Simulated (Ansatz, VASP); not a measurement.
**Sn21H20 (Sn wire along [100], 21 atoms a period, H-terminated) in two plane-wave programs**

Aim: how closely do two programs agree when they are given the same cell, functional and k mesh? The structure shown is the start of the Ansatz relaxation below; VASP solves that cell, so the two are compared at the walk's first step.

Calculated with Ansatz 0.2.0; plane waves, with VASP 6.6.1 beside it; single point at PBE.

## Step 1: Starting point

The cell holds 41 atoms: 21 Sn and 20 H. Cell: a = 18.796 Å, b = 18.796 Å, c = 6.650 Å, α = 90.0°, β = 90.0°, γ = 90.0°. Vacuum lies along a and b. The structure's axis is c.

## Step 2: Ansatz: relaxation, PBE

Ansatz runs on its PAW soft_1 files.

The two programs are compared at the cell with which this relaxation starts, whose forces are those of its first step.

Input file input.yaml:

```yaml
crystal:
  lattice:
    - [18.796, 0.0, 0.0]
    - [0.0, 18.796, 0.0]
    - [0.0, 0.0, 6.65]
  atoms:
    - { symbol: Sn, position: [0.323093369, 0.323093369, 0.0] }
    - { symbol: Sn, position: [0.323093369, 0.67689205, 0.0] }
    - { symbol: Sn, position: [0.49999271, 0.49999271, 0.0] }
    - { symbol: Sn, position: [0.67689205, 0.323093369, 0.0] }
    - { symbol: Sn, position: [0.67689205, 0.67689205, 0.0] }
    - { symbol: H, position: [0.180889551, 0.534688232, 0.098065719] }
    - { symbol: H, position: [0.465297188, 0.819095868, 0.098065719] }
    - { symbol: H, position: [0.534688232, 0.180889551, 0.098065719] }
    - { symbol: H, position: [0.819095868, 0.465297188, 0.098065719] }
    - { symbol: H, position: [0.269339221, 0.269339221, 0.151934281] }
    - { symbol: H, position: [0.730646198, 0.730646198, 0.151934281] }
    - { symbol: Sn, position: [0.234643699, 0.58844238, 0.25] }
    - { symbol: Sn, position: [0.41154304, 0.41154304, 0.25] }
    - { symbol: Sn, position: [0.41154304, 0.76534172, 0.25] }
    - { symbol: Sn, position: [0.58844238, 0.234643699, 0.25] }
    - { symbol: Sn, position: [0.58844238, 0.58844238, 0.25] }
    - { symbol: Sn, position: [0.76534172, 0.41154304, 0.25] }
    - { symbol: H, position: [0.180889551, 0.642196528, 0.401934281] }
    - { symbol: H, position: [0.357788891, 0.819095868, 0.401934281] }
    - { symbol: H, position: [0.642196528, 0.180889551, 0.401934281] }
    - { symbol: H, position: [0.819095868, 0.357788891, 0.401934281] }
    - { symbol: Sn, position: [0.323093369, 0.49999271, 0.5] }
    - { symbol: Sn, position: [0.49999271, 0.323093369, 0.5] }
    - { symbol: Sn, position: [0.49999271, 0.67689205, 0.5] }
    - { symbol: Sn, position: [0.67689205, 0.49999271, 0.5] }
    - { symbol: H, position: [0.180889551, 0.357788891, 0.598065719] }
    - { symbol: H, position: [0.357788891, 0.180889551, 0.598065719] }
    - { symbol: H, position: [0.642196528, 0.819095868, 0.598065719] }
    - { symbol: H, position: [0.819095868, 0.642196528, 0.598065719] }
    - { symbol: Sn, position: [0.234643699, 0.41154304, 0.75] }
    - { symbol: Sn, position: [0.41154304, 0.234643699, 0.75] }
    - { symbol: Sn, position: [0.41154304, 0.58844238, 0.75] }
    - { symbol: Sn, position: [0.58844238, 0.41154304, 0.75] }
    - { symbol: Sn, position: [0.58844238, 0.76534172, 0.75] }
    - { symbol: Sn, position: [0.76534172, 0.58844238, 0.75] }
    - { symbol: H, position: [0.269339221, 0.730646198, 0.848065719] }
    - { symbol: H, position: [0.730646198, 0.269339221, 0.848065719] }
    - { symbol: H, position: [0.180889551, 0.465297188, 0.901934281] }
    - { symbol: H, position: [0.465297188, 0.180889551, 0.901934281] }
    - { symbol: H, position: [0.534688232, 0.819095868, 0.901934281] }
    - { symbol: H, position: [0.819095868, 0.534688232, 0.901934281] }
kpoints:
  mp_grid: { grid: [1, 1, 13] }
scf:
  occupations: { method: fermi_dirac, width: 0.05 }
hamiltonian:
  xc: pbe
  pseudopotentials: { kind: paw, azcp: { folder: soft_1 } }
relax:
  cell: { fix: [a, b, alpha, beta, gamma] }
  max_steps: 45
  f_tol: 0.03
```

On the command line:

```bash
$ ansatz run input.yaml --threads 8 --pin off --max-ram 16384MiB --backend cpu --events-out ev --progress --plain --runs-dir out
```

Numbers of over 12 decimals in the logs are rounded to 6 here.

Log:

```text
Engine: ansatz 0.2.0, x86_64-unknown-linux-gnu
Pseudopotentials: kind: paw
Pseudopotential: Sn, paw, valence charge 14, recommended cutoff 420 eV (normal), soft_1/Sn.paw.azcp
Pseudopotential: H, paw, valence charge 1, recommended cutoff 420 eV (normal), soft_1/H.paw.azcp
Functional definition: PBE
  parameter kappa = 0.804
  parameter beta = 0.066725
  exchange = pbe_x(kappa = kappa, mu = beta*pi^2/3)
  correlation = pbe_c(beta = beta)
Crystal: 41 atoms, lattice volume = 2349.376 Å³
Basis set: ecut = 420 eV, 45963 PW (Γ), exchange–correlation on 256×256×90 points (8 copies of the dense FFT grid, shifted against one another)
Bands: 198, of which v1, the nominal top of the filled ones, is band 157 counted from 1 (156 counted from 0)
Symmetry: 8 space group operations
Space group: P-42m (ITA 111), of the structure as read, at distance tolerance 1.3e-4 Å
k-points: 7 of 13
Non-local potential: Sn, projectors of the file, l = 0: 2, l = 1: 2, l = 2: 2, l = 3: 1
Non-local potential: H, projectors of the file, l = 0: 2, l = 1: 1
PAW form: soft (Blöchl's): semilocal exchange-correlation on the pseudo side does not see the compensation charge
PAW one-centre angular grid: Sn, 590 points (default); XC on 64 Gauss nodes
PAW one-centre angular grid: H, 110 points (default); XC on 64 Gauss nodes
Initial density: superposition of atomic densities (neutral atoms: chi_scale 0, normalization atom)
Initial wavefunctions: pseudopotential atomic-orbital guess
Functional: x = pbe(κ = 0.804, μ = 0.219515), c = pbe(β = 0.066725)
SCF iter   1: F=—  HF=-126824.269844 eV  |F-HF|=—  |Δ(HF+E_count)|=         —  Δρ=2.82e-2  dr2=1.98e1  ethr=3.10e-3  ⟨swp⟩=6.9  Hψ=6250  notcnv=0  defer=54
preconditioner: auto → Resta (q_TF=auto, 1.951 Å⁻¹)  ε∞=2.0  [insulator: Δε(μ)=1.230 eV  Ē_g=7.896 eV  σ=0.050 eV  W_gap=1.00  n_scr=304 (ndim 8)  ℏωp=7.8 eV  f_vac=0.532  D(μ)=0.00/eV (n_scr^D=0)  ε∞_Penn≈2.0  vacuum switching on, ρ_ref=4.5e-3 e/Å³]
SCF iter   2: F=—  HF=-126819.646607 eV  |F-HF|=—  |Δ(HF+E_count)|=    4.62e0  Δρ=1.07e-2  dr2=4.18e0  ethr=3.10e-3  ⟨swp⟩=3.1  Hψ=2016  notcnv=0  defer=217
SCF iter   3: F=—  HF=-126819.085968 eV  |F-HF|=—  |Δ(HF+E_count)|=   5.61e-1  Δρ=4.49e-3  dr2=2.39e0  ethr=1.33e-3  ⟨swp⟩=3.3  Hψ=1954  notcnv=0  defer=219
SCF iter   4: F=—  HF=-126818.736999 eV  |F-HF|=—  |Δ(HF+E_count)|=   3.49e-1  Δρ=1.40e-3  dr2=1.22e-1  ethr=7.62e-4  ⟨swp⟩=4.0  Hψ=1539  notcnv=0  defer=219
SCF iter   5: F=—  HF=-126818.738638 eV  |F-HF|=—  |Δ(HF+E_count)|=   1.64e-3  Δρ=5.11e-4  dr2=6.25e-3  ethr=3.88e-5  ⟨swp⟩=2.3  Hψ=2002  notcnv=0  defer=214
SCF iter   6: F=—  HF=-126818.743721 eV  |F-HF|=—  |Δ(HF+E_count)|=   5.08e-3  Δρ=1.29e-4  dr2=5.98e-4  ethr=1.99e-6  ⟨swp⟩=2.0  Hψ=1535  notcnv=0  defer=214
SCF iter   7: F=—  HF=-126818.744324 eV  |F-HF|=—  |Δ(HF+E_count)|=   6.02e-4  Δρ=3.51e-5  dr2=7.27e-5  ethr=1.90e-7  ⟨swp⟩=2.0  Hψ=2270  notcnv=0  defer=214
SCF iter   8: F=—  HF=-126818.743854 eV  |F-HF|=—  |Δ(HF+E_count)|=   4.70e-4  Δρ=1.25e-5  dr2=4.33e-6  ethr=2.31e-8  ⟨swp⟩=2.0  Hψ=2297  notcnv=0  defer=214
SCF iter   9: F=—  HF=-126818.743864 eV  |F-HF|=—  |Δ(HF+E_count)|=   1.02e-5  Δρ=3.64e-6  dr2=5.60e-7  ethr=1.38e-9  ⟨swp⟩=3.0  Hψ=2531  notcnv=0  defer=214
SCF iter  10: F=-126818.743865 eV  HF=-126818.743865 eV  |F-HF|=3.49e-9  |Δ(HF+E_count)|=   7.46e-7  Δρ=1.19e-6  dr2=7.52e-8  ethr=3.18e-11  ⟨swp⟩=5.3  Hψ=4992  notcnv=0
SCF 1 converged in 10 iterations: F = -126818.743865 eV  dr2 = 7.52e-8
  greatest PAW one-centre occupation: 0.991 electrons in one spin orbital (limit 2), on the Sn atom at site 33 (counted from 0), in its partial waves of l = 2
relax step   1: F+E_penalty+E_count = -126818.74386472 eV  Δ(F+E_penalty+E_count) = +0.000e0 eV  max|allowed force component| = 1.694e-1 eV/Å  Δτ_max = 0.0000 Å  P = -0.364 GPa  Ω = 2349.376 Å³  fix = [a, b, alpha, beta, gamma]  reactions: a -0.389, b -0.389 GPa  (10 SCF iters, dr2 threshold 1.00e-7 eV, accepted)
Crystal: 41 atoms, lattice volume = 2339.683 Å³
Basis set: ecut = 420 eV, 45747 PW (Γ), exchange–correlation on 256×256×90 points (8 copies of the dense FFT grid, shifted against one another)
Initial density: handed on by an earlier stage of this run
Initial wavefunctions: those handed on with the density
iter 1 solved again at ethr=2.28e-4 eV; its pass at ethr=3.10e-3 eV (dr2=7.16e-1 eV) is discarded
SCF iter   1: F=—  HF=-126818.735101 eV  |F-HF|=—  |Δ(HF+E_count)|=         —  Δρ=6.70e-3  dr2=7.25e-1  ethr=2.28e-4  ⟨swp⟩=5.6  Hψ=6201  notcnv=0  defer=3
preconditioner: auto → Resta (q_TF=auto, 1.952 Å⁻¹)  ε∞=1.5  [insulator: Δε(μ)=1.690 eV  Ē_g=19.003 eV  σ=0.050 eV  W_gap=1.00  n_scr=296 (ndim 8)  ℏωp=13.6 eV  f_vac=0.583  D(μ)=0.00/eV (n_scr^D=0)  ε∞_Penn≈1.5  vacuum switching on, ρ_ref=2.6e-2 e/Å³]
SCF iter   2: F=—  HF=-126818.633547 eV  |F-HF|=—  |Δ(HF+E_count)|=   1.02e-1  Δρ=3.30e-3  dr2=1.57e-1  ethr=2.28e-4  ⟨swp⟩=2.9  Hψ=1956  notcnv=0  defer=64
[...]
SCF iter   2: F=—  HF=-126819.018233 eV  |F-HF|=—  |Δ(HF+E_count)|=   6.41e-4  Δρ=9.40e-6  dr2=6.61e-8  ethr=6.63e-11  ⟨swp⟩=4.0  Hψ=3098  notcnv=0
SCF iter   3: F=—  HF=-126819.018672 eV  |F-HF|=—  |Δ(HF+E_count)|=   4.39e-4  Δρ=3.64e-6  dr2=2.68e-8  ethr=2.10e-11  ⟨swp⟩=4.0  Hψ=2928  notcnv=0
[...]
SCF converged after 6 iterations
Free energy (F): -126819.018789 eV
Harris-Foulkes:  -126819.018789 eV  (|F-HF|=2.05e-7)
Internal energy: -126819.018789 eV  (E = F + TS)
E sigma→0 (E₀):  -126819.018789 eV
Entropy (-TS):   -0.000000 eV (-0.000 meV/atom)
Fermi energy:    -0.580220 eV
--- Per-component energies (eV) ---
  E_band       = -5134.780928
  E_kinetic    = 3774.830682
  E_local      = -124417.493237  (includes V_loc(G=0)·N_el)
  E_nonlocal   = 3053.971514
  E_hartree    = 60588.920434
  E_xc         = -2795.605776
  E_vxc        = -1882.030762  (∫ρ·V_xc dr)
  E_paw        = -91789.238183  (= ΣΔE_a)
  E_vpaw       = -6841.888820  (= ΣTr[D̂ρ^β])
  E_aug_tail   = -0.011539  (compensation charges beyond the density's cutoff)
  E_ewald      = 24765.607316
  E_smearing   = -0.000000  (= −TS)
  E_closure    = 0.000000  (closes the sum)
  Σ components = -126819.018789   (vs F -126819.018789, Δ=0.00e0)
--- Forces (eV/Å), atoms counted from 1 ---
  atom   1  Sn    -0.01213363    -0.01213363    -0.01215936
  atom   2  Sn    -0.01213363     0.01213363     0.01215936
  atom   3  Sn    -0.00000000     0.00000000     0.00000000
  atom   4  Sn     0.01213363    -0.01213363     0.01215936
  atom   5  Sn     0.01213363     0.01213363    -0.01215936
  atom   6  H      0.02136078     0.01975288     0.01722470
  atom   7  H     -0.01975288    -0.02136078     0.01722470
  atom   8  H      0.01975288     0.02136078     0.01722470
  atom   9  H     -0.02136078    -0.01975288     0.01722470
  atom  10  H      0.00081193     0.00081193     0.00368591
  atom  11  H     -0.00081193    -0.00081193     0.00368591
  atom  12  Sn    -0.02938033     0.00084827     0.01208424
  atom  13  Sn    -0.00383837    -0.00383837     0.01635339
  atom  14  Sn    -0.00084827     0.02938033     0.01208424
  atom  15  Sn     0.00084827    -0.02938033     0.01208424
  atom  16  Sn     0.00383837     0.00383837     0.01635339
  atom  17  Sn     0.02938033    -0.00084827     0.01208424
  atom  18  H      0.01324643    -0.01862255    -0.02146197
  atom  19  H      0.01862255    -0.01324643    -0.02146197
  atom  20  H     -0.01862255     0.01324643    -0.02146197
  atom  21  H     -0.01324643     0.01862255    -0.02146197
  atom  22  Sn    -0.01407376     0.00000000     0.00000000
  atom  23  Sn     0.00000000    -0.01407376     0.00000000
  atom  24  Sn     0.00000000     0.01407376    -0.00000000
[...]
atom  34  Sn     0.00084827     0.02938033    -0.01208424
  atom  35  Sn     0.02938033     0.00084827    -0.01208424
  atom  36  H      0.00081193    -0.00081193    -0.00368591
  atom  37  H     -0.00081193     0.00081193    -0.00368591
  atom  38  H      0.02136078    -0.01975288    -0.01722470
  atom  39  H     -0.01975288     0.02136078    -0.01722470
  atom  40  H      0.01975288    -0.02136078    -0.01722470
  atom  41  H     -0.02136078     0.01975288    -0.01722470
  max |Σ_I F_I| component: 2.43e-17 eV/Å
--- Stress (GPa, compression-positive) ---
       -0.008686       0.000000       0.000000
        0.000000      -0.008686       0.000000
        0.000000       0.000000      -0.010635
  P = ⅓ Tr σ = -0.0093 GPa (-0.093 kbar)
--- Relaxed structure (7 steps of the walk, 6 accepted, 1 SCFs on fresh bases) ---
  F+E_penalty+E_count = -126819.01878931 eV   max|allowed force component| = 2.938e-2 eV/Å   (the final SCF, on the basis selected at the relaxed cell)
  cell:  # Å, volume = 2351.2130 Å³
    - [18.796, 0.0, 0.0]
    - [0.0, 18.796, 0]
    - [0.0, 0, 6.655200]
  atoms:
    - { symbol: Sn, position: [0.325859, 0.325859, -0.00173646] }
    - { symbol: Sn, position: [0.325859, 0.674127, 0.00173646] }
    - { symbol: Sn, position: [0.499993, 0.499993, 1.781487523467838e-19] }
    - { symbol: Sn, position: [0.674127, 0.325859, 0.00173646] }
    - { symbol: Sn, position: [0.674127, 0.674127, -0.00173646] }
    - { symbol: H, position: [0.175288, 0.544172, 0.132399] }
    - { symbol: H, position: [0.455813, 0.824698, 0.132399] }
    - { symbol: H, position: [0.544172, 0.175288, 0.132399] }
    - { symbol: H, position: [0.824698, 0.455813, 0.132399] }
    - { symbol: H, position: [0.272028, 0.272028, 0.147247] }
    - { symbol: H, position: [0.727957, 0.727957, 0.147247] }
    - { symbol: Sn, position: [0.239064, 0.592379, 0.262481] }
    - { symbol: Sn, position: [0.412704, 0.412704, 0.250162] }
    - { symbol: Sn, position: [0.407607, 0.760921, 0.262481] }
    - { symbol: Sn, position: [0.592379, 0.239064, 0.262481] }
    - { symbol: Sn, position: [0.587281, 0.587281, 0.250162] }
    - { symbol: Sn, position: [0.760921, 0.407607, 0.262481] }
    - { symbol: H, position: [0.193753, 0.649442, 0.423097] }
    - { symbol: H, position: [0.350543, 0.806232, 0.423097] }
    - { symbol: H, position: [0.649442, 0.193753, 0.423097] }
    - { symbol: H, position: [0.806232, 0.350543, 0.423097] }
    - { symbol: Sn, position: [0.324532, 0.499993, 0.5] }
    - { symbol: Sn, position: [0.499993, 0.324532, 0.5] }
    - { symbol: Sn, position: [0.499993, 0.675453, 0.5] }
    - { symbol: Sn, position: [0.675453, 0.499993, 0.5] }
    - { symbol: H, position: [0.193753, 0.350543, 0.576903] }
    - { symbol: H, position: [0.350543, 0.193753, 0.576903] }
    - { symbol: H, position: [0.649442, 0.806232, 0.576903] }
    - { symbol: H, position: [0.806232, 0.649442, 0.576903] }
    - { symbol: Sn, position: [0.239064, 0.407607, 0.737519] }
    - { symbol: Sn, position: [0.407607, 0.239064, 0.737519] }
    - { symbol: Sn, position: [0.412704, 0.587281, 0.749838] }
    - { symbol: Sn, position: [0.587281, 0.412704, 0.749838] }
    - { symbol: Sn, position: [0.592379, 0.760921, 0.737519] }
    - { symbol: Sn, position: [0.760921, 0.592379, 0.737519] }
    - { symbol: H, position: [0.272028, 0.727957, 0.852753] }
    - { symbol: H, position: [0.727957, 0.272028, 0.852753] }
    - { symbol: H, position: [0.175288, 0.455813, 0.867601] }
    - { symbol: H, position: [0.455813, 0.175288, 0.867601] }
    - { symbol: H, position: [0.544172, 0.824698, 0.867601] }
    - { symbol: H, position: [0.824698, 0.544172, 0.867601] }
```

Reading the cycles: dr2 is the Hartree energy of the density residual (eV), the measure of convergence; HF is the Harris–Foulkes estimate of the energy, which meets the free energy F at convergence.

[end of part 1 of 2]

[Lines on the potential files, build, host, timing and source positions are cut from VASP's logs without a mark.]

[Logs are printed without paths, hosts, clocks, repeated set-up lines and the standing remarks that a program may print on its own settings, such as how far it seeks lower states.]

[Hosts, paths, dates, database ids (printed as entryN), source tags and the programs' standing remarks are cut or masked in the printed files.]
